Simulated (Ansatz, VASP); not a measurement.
# MgSi in VASP and in Ansatz

Contents of INCAR:

```
SYSTEM = MgSi
PREC = Accurate
ENCUT = 520
EDIFF = 1E-7
ISMEAR = -1
SIGMA = 0.05
LREAL = .False.
LASPH = .True.
NELM = 100
ALGO = Normal
ISIF = 2
LWAVE = .False.
LCHARG = .False.
GGA = PS
NBANDS = 14
```

The input KPOINTS:

```
regular mesh
0
Gamma
  9 9 6
  0 0 0
```

Contents of POSCAR:

```
MgSi
1.0
    1.5025120000     -5.4260160000      0.0000000000
    1.5025120000      5.4260160000      0.0000000000
    0.0000000000      0.0000000000      4.3401780000
Si Mg
2 2
Direct
    0.5578500000      0.4196180000      0.7459330000
    0.4441620000      0.5890410000      0.2450490000
    0.1724740000      0.8323540000      0.2573620000
    0.8133270000      0.1566600000      0.7588900000
```

The input input.yaml:

```yaml
crystal:
  lattice:
    - [1.502512, -5.426016, 0.0]
    - [1.502512, 5.426016, 0.0]
    - [0.0, 0.0, 4.340178]
  atoms:
    - { symbol: Si, position: [0.55785, 0.419618, 0.745933] }
    - { symbol: Si, position: [0.444162, 0.589041, 0.245049] }
    - { symbol: Mg, position: [0.172474, 0.832354, 0.257362] }
    - { symbol: Mg, position: [0.813327, 0.15666, 0.75889] }
hamiltonian:
  xc: pbesol
  pseudopotentials: { kind: paw }
kpoints:
  mp_grid: { grid: [9, 9, 6] }
scf:
  occupations: { method: fermi_dirac, width: 0.05 }
output:
  forces: true
  stress: true
  eigenvalues: true
```

Change from the starting cell: atoms moved at random, drawn with an rms of 0.05 Å.

Alike in both runs: task single point; functional PBEsol; k mesh 9 × 9 × 6; occupations fermi-dirac, width 0.05 eV; no spin polarisation.

|  | VASP | Ansatz |
| --- | --- | --- |
| version | VASP 6.6.1 | Ansatz 0.2.0 |
| potentials or method | VASP PAW PBE potentials, release 64 (Si, Mg) | Ansatz PAW |
| plane-wave cutoff (eV) | 520 | 420 |
| valence electrons in the cell | 12 | 28 |

|  | VASP | Ansatz | Ansatz less VASP |
| --- | --- | --- | --- |
| gap on the k mesh at the Fermi level (eV) | none | none | - |
| pressure (GPa) | -1.4 | -1.4 | +0.03 |
| largest component of the traceless stress (GPa) | 0.63 | 0.63 | -0.001 |
| rms of the force components (eV/Å) | 0.187 | 0.187 | 0.0000 |

Atom by atom the forces differ by 0.002 eV/Å (rms over components). A gap of «none» marks a metal or a gap that the smearing closes. With one functional, cell and mesh, what is left measures potentials, basis and numerics. The two sets of potentials don't hold the same shells in valence.

Caveats: the PAW data sets were made with another functional, which shifts forces and pressure a little (VASP); the PAW data sets come from PBE, with cores solved anew for the run's functional, which leaves a small shift of forces and pressure (Ansatz).
